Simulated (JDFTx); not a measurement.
## Hf under changes of volume

One of the cells (21.882 Å³/atom); the others are scaled copies at fixed shape and fractional positions:

```xyz
1
Lattice="0.0000 2.2200 2.2200 2.2200 0.0000 2.2200 2.2200 2.2200 0.0000" Properties=species:S:1:pos:R:3 pbc="T T T"
Hf    0.0000    0.0000    0.0000
```

This isn't the form of Hf at room conditions, which is hcp.

* Program: JDFTx 1.7.0 (patched build)
* Functional: PBE
* Potentials or basis: PseudoDojo-SR-PBE-0.5-standard
* Cutoff: 789 eV
* Density cutoff: 3157 eV
* k mesh: 10 × 10 × 10
* Occupations: fermi-dirac, width 0.05 eV
* Spin: no spin polarisation

| volume (Å³/atom) | energy over the lowest point (meV/atom) | pressure (GPa) |
| --- | --- | --- |
| 20.569 | 62.14 | 11.2 |
| 21.007 | 35.64 | 8.3 |
| 21.444 | 16.94 | 5.6 |
| 21.882 | 5.28 | 3.2 |
| 22.320 | 0.00 | 1.0 |
| 22.757 | ? | ? |
| 23.195 | 6.14 | -2.9 |

**Question.** What does the run at 22.757 Å³/atom give?

**Answer.** Energy over the lowest point 0.47 meV/atom; pressure -1.0 GPa.

Worked out: A Birch-Murnaghan fit of order 3 (a polynomial in V^(-2/3)) to the other rows has its minimum at 22.50 Å³/atom with B0 = V·E''(V) = 104 GPa and B' = 4.1. It gives 0.46 meV/atom at 22.757 Å³/atom, against the run's 0.47, and -dE/dV = -1.2 GPa, against -1.0.

Energies are extrapolated to zero smearing.
